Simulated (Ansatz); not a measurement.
Write the native input for Ansatz 0.2.0 that does the following.

| Item | Value |
| --- | --- |
| Task | band structure |
| Functional | PBEsol |
| Potentials or basis | Ansatz PAW |
| Cutoff | 420 eV (not typed: the program's choice for these potentials) |
| k mesh | 12 × 12 × 12 |
| Occupations | fermi-dirac, width 0.05 eV |
| Spin | spin-orbit coupling, no magnetisation |
| Path | [["G", "H", "N", "G", "P", "H"], ["P", "N"]] |
| Points for each segment of the path | 14 |

Mo:

```
Mo
1.0
    -1.58381    1.58381    1.58381
     1.58381   -1.58381    1.58381
     1.58381    1.58381   -1.58381
Mo
1
Direct
  0.00000 0.00000 0.00000
```

One way to write it, as run:

input.yaml

```yaml
crystal:
  lattice:
    - [-1.5838089719, 1.5838089719, 1.5838089719]
    - [1.5838089719, -1.5838089719, 1.5838089719]
    - [1.5838089719, 1.5838089719, -1.5838089719]
  atoms:
    - { symbol: Mo, position: [0.0, 0.0, 0.0] }
hamiltonian:
  xc: pbesol
  pseudopotentials: { kind: paw_fr }
magnetization:
  noncollinear: true
  spin_orbit: true
kpoints:
  mp_grid: { grid: [12, 12, 12] }
  band_path:
    path:
      - [[0.0, 0.0, 0.0], [0.5, -0.5, 0.5], [0.0, 0.0, 0.5], [0.0, 0.0, 0.0], [0.25, 0.25, 0.25], [0.5, -0.5, 0.5]]
      - [[0.25, 0.25, 0.25], [0.0, 0.0, 0.5]]
    npoints: 14
scf:
  occupations: { method: fermi_dirac, width: 0.05 }
  n_extra_bands: 6
output:
  forces: true
  stress: true
  eigenvalues: true
  fatbands: false
```

Potentials or basis: Ansatz PAW.

Command:

```sh
$ ansatz run input.yaml --threads 2 --pin off --max-ram 5632MiB --backend cpu --events-out ev --progress --plain --runs-dir out
```

Results of the run:

* Pressure: -9.5 GPa
* Band gap on the k mesh: none (metal or under the smearing width)

Caveat: the PAW data sets come from PBE, with cores solved anew for the run's functional, which leaves a small shift of forces and pressure.

It took 3.5 s on 2 threads of Arm Neoverse V2, on a shared host, peak memory 0.34 GiB.
